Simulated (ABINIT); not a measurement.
NaCl:

```
Cl Na
1.0
     0.00000    2.79406    2.79406
     2.79406    0.00000    2.79406
     2.79406    2.79406    0.00000
Cl Na
1 1
Direct
  0.50000 0.50000 0.50000
  0.00000 0.00000 0.00000
```

The cell is a database's computed one.

Base run:

| Item | Value |
| --- | --- |
| Program | ABINIT 10.8.3 (patched build) |
| Functional | WC |
| Potentials or basis | JTH PAW PBE v2.0 |
| Cutoff | 1088 eV |
| k mesh | 8 × 8 × 8 |
| Occupations | fermi-dirac, width 0.05 eV |
| Spin | no spin polarisation |

Its results: band gap on the k mesh 5.07 eV, direct; pressure 0.6 GPa.

After a change of settings the same cell gave: band gap on the k mesh 5.48 eV, direct; pressure 3.4 GPa. Which change was it?
A. functional from WC to AM05
B. functional from WC to PBEsol; k mesh from 8 × 8 × 8 to 10 × 10 × 10
C. functional from WC to PBE; potentials or basis from JTH PAW PBE v2.0 to PseudoDojo NC SR PBE v0.4.1 standard; cutoff from 1088 eV to 1197 eV
D. functional from WC to revPBE

D.

revPBE binds less tightly than WC, so the same cell stands under more pressure.

Caveats: the PAW data sets were made with another functional, which shifts forces and pressure a little.
